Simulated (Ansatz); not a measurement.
KCl: two-dimensional strain map

These are results of DFT r2SCAN, scalar-relativistic, plane waves, PAW (Ansatz 0.2.0), not measurements. The runs took a 500 eV cutoff, a Γ-centred 6×6×6 mesh and Gaussian smearing (0.05 eV). No spin polarisation. Energies are free energies at this smearing, counted from the undisturbed cell; pressure is positive in compression.

The starting cell (as given, not relaxed at this level; it stands at -0.2 GPa):

```yaml
crystal:
  lattice:
    - [0.00000, 3.15610, 3.15610]
    - [3.15610, 0.00000, 3.15610]
    - [3.15610, 3.15610, 0.00000]
  atoms:
    - { symbol: K, position: [0.00000, 0.00000, 0.00000] }
    - { symbol: Cl, position: [0.50000, 0.50000, 0.50000] }
```

The cell is strained by p along both x and y and by q along z, fractional coordinates fixed. Points are written (p, q).

Energy above the undisturbed cell in meV/atom (a dash: not computed):

| p \ q | -0.080 | -0.040 | 0.000 | 0.040 | 0.080 |
| --- | --- | --- | --- | --- | --- |
| -0.080 | 137.4 | 98.6 | 84.4 | 84.8 | 93.2 |
| -0.040 | 61.7 | 26.6 | 15.9 | 19.5 | 31.0 |
| 0.000 | 38.2 | 7.0 | 0.0 | 7.0 | 21.6 |
| 0.040 | 46.3 | 19.0 | 15.7 | 26.3 | 44.2 |
| 0.080 | 72.5 | 49.1 | 49.6 | 63.7 | 84.9 |

Pressure in GPa:

```
 p \ q  -0.080  -0.040  0.000  0.040  0.080
-0.080     8.4     6.4    5.1    4.2    3.6
-0.040     4.6     2.9    1.8    1.1    0.7
 0.000     2.3     0.8   -0.2   -0.7   -1.1
 0.040     0.9    -0.5   -1.3   -1.8   -2.1
 0.080     0.1    -1.1   -1.9   -2.3   -2.5
```

Gap on the k-mesh in eV:

```
 p \ q  -0.080  -0.040  0.000  0.040  0.080
-0.080    6.65    6.57   6.32   6.09   5.88
-0.040    6.36    6.26   6.07   5.89   5.72
 0.000    5.97    5.90   5.79   5.65   5.51
 0.040    5.64    5.60   5.52   5.41   5.30
 0.080    5.39    5.36   5.29   5.19   5.09
```